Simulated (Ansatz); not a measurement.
## Band structure of TiS2

```
Ti S
1.0
     3.41200    0.00000    0.00000
    -1.70600    2.95488    0.00000
     0.00000    0.00000    5.69500
Ti S
1 2
Direct
  0.00000 0.00000 0.00000
  0.33333 0.66667 0.25000
  0.66667 0.33333 0.75000
```

Atoms are numbered in the order listed.

The cell comes from COD entry 1537865, which wasn't checked; take it as a given geometry. It is an old determination, and later ones may differ.

Computed with DFT, LDA, all-electron LAPW, scalar-relativistic in Ansatz 0.2.0.

Settings: a Γ-centred 12×12×7 k mesh, Fermi–Dirac smearing of 0.05 eV, basis error target 1 meV/atom, no spin polarisation.

Points in fractions of the reciprocal vectors of this cell: Γ (0, 0, 0), M (0.5, 0, 0), K (0.333, 0.333, 0), A (0, 0, 0.5), L (0.5, 0, 0.5), H (0.333, 0.333, 0.5). The path runs Γ–M–K–Γ–A–L–H–A–L. Energies are in eV from the Fermi level; (×n) counts levels within 4 meV of each other, which need not be degenerate by symmetry.

Problem. List the levels at K between -5 and 0.5 eV.

Solution. -4.27, -4.07 (×2), -2.60 (×2), -2.29.

Problem. List the levels at Γ between -5 and 0.5 eV.

Solution. -2.72 (×2), 0.04, 0.14 (×2), 0.47 (×2).

Problem. List the levels at M between -5 and 0.5 eV.

Solution. -3.67, -2.88, -2.62, -2.58, -1.53, 0.20.

Problem. What is the band gap?

Solution. None at this level of theory (metallic, semimetallic, or a small gap that the functional closes).
